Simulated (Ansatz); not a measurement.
**ZnO (P6_3/mmc), two-dimensional strain map**

These are results of DFT LDA, scalar-relativistic, plane waves, PAW in Ansatz, not measurements. The runs took a 420 eV cutoff, a Γ-centred 9×9×4 mesh and Gaussian smearing (0.05 eV). No spin polarisation. Energies are free energies at this smearing, counted from the undisturbed cell; pressure is positive in compression.

Reference structure (as given, not relaxed at this level; it stands at -8.2 GPa; this form isn't the usual structure):

```
Zn O
1.0
     3.28797    0.00000    0.00000
    -1.64398    2.84746    0.00000
     0.00000    0.00000    7.13044
Zn O
2 2
Direct
  0.00000 0.00000 0.75000
  0.00000 0.00000 0.25000
  0.33333 0.66667 0.25000
  0.66667 0.33333 0.75000
```

The cell holds layers and no dispersion correction was added, so their binding is poorly described.

The cell is strained by p along both x and y and by q along z, fractional coordinates fixed. Points are written (p, q).

Energy above the undisturbed cell in meV/atom (a dash: not computed):

| p \ q | -0.030 | -0.015 | 0.000 | 0.015 | 0.030 |
| --- | --- | --- | --- | --- | --- |
| -0.030 | -39.0 | -36.3 | -33.7 | -31.2 | -28.7 |
| -0.015 | -32.2 | -29.4 | -26.7 | -24.2 | -21.6 |
| 0.000 | -5.7 | -2.8 | 0.0 | 2.7 | 5.3 |
| 0.015 | 37.8 | 40.7 | 43.6 | 46.3 | 49.0 |
| 0.030 | 95.3 | 98.4 | 101.4 | 104.2 | 106.9 |

Pressure in GPa:

```
 p \ q  -0.030  -0.015  0.000  0.015  0.030
-0.030     0.3     0.3    0.3    0.3    0.3
-0.015    -4.5    -4.4   -4.4   -4.3   -4.2
 0.000    -8.4    -8.3   -8.2   -8.1   -7.9
 0.015   -11.7   -11.5  -11.3  -11.2  -11.0
 0.030   -14.3   -14.1  -13.9  -13.7  -13.5
```

Gap on the k-mesh in eV:

```
 p \ q  -0.030  -0.015  0.000  0.015  0.030
-0.030    0.74    0.75   0.76   0.78   0.79
-0.015    0.73    0.75   0.76   0.78   0.79
 0.000    0.71    0.73   0.75   0.76   0.78
 0.015    0.68    0.70   0.72   0.74   0.76
 0.030    0.64    0.66   0.68   0.71   0.73
```